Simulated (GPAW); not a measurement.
Crystal: ZnS.

```
Zn S
1.0
     0.00000    2.70200    2.70200
     2.70200    0.00000    2.70200
     2.70200    2.70200    0.00000
Zn S
1 1
Direct
  0.25000 0.25000 0.25000
  0.00000 0.00000 0.00000
```

Program: GPAW 26.7.0. Alike in all runs: task band structure; no spin polarisation; cell as given; k mesh 7 × 7 × 7; cutoff (eV) 600; smearing fermi-dirac 0.05 eV.

Order these runs on this cell by their band gap on the k mesh, lowest first.
A. level BEEF-vdW; potentials or basis GPAW PAW data sets (gpaw-data 1.2.1), pw; band points 60
B. level rSCAN; potentials or basis GPAW PAW data sets (gpaw-data 1.2.1), pw; band points 100
C. level mBEEF; potentials or basis GPAW PAW data sets (gpaw-data 1.2.1), pw; band points 60
D. level BLYP; potentials or basis PAW data sets generated in the run's folder for this functional, pw; band points 100; eigensolver davidson

D (2.09 eV), A (2.32 eV), B (2.65 eV), C (2.94 eV).

Runs at the PBE level aren't shown here.
